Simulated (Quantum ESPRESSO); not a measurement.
**AgBr in Quantum ESPRESSO: the effect of functional**

Crystal: AgBr.

```
Ag Br
1.0
     0.00000    2.87015    2.87015
     2.87015    0.00000    2.87015
     2.87015    2.87015    0.00000
Ag Br
1 1
Direct
  0.00000 0.00000 0.00000
  0.50000 0.50000 0.50000
```

Alike in all runs:

- Program: Quantum ESPRESSO 7.5
- Task: phonon dispersion
- k mesh: 4 × 4 × 4, shifted
- Occupations: fermi-dirac, width 0.05 eV
- Spin: no spin polarisation

Each run relaxes the cell or the atoms first.

```tsv
functional	potentials or basis	cutoff	relaxed volume (Å³/atom)	dielectric constant (mean)	highest phonon frequency (cm⁻¹)
LDA	PseudoDojo 0.4.1 SR LDA standard	1170 eV	?	?	?
PBE	PseudoDojo 0.4.1 SR PBE standard	1116 eV	24.79	5.95	120
PBEsol	PseudoDojo 0.4.1 SR PBEsol standard	1116 eV	22.82	6.57	134
```

What does the run with functional LDA give?

Relaxed volume 21.76 Å³/atom; dielectric constant 6.97 mean; highest phonon frequency 147 cm⁻¹.
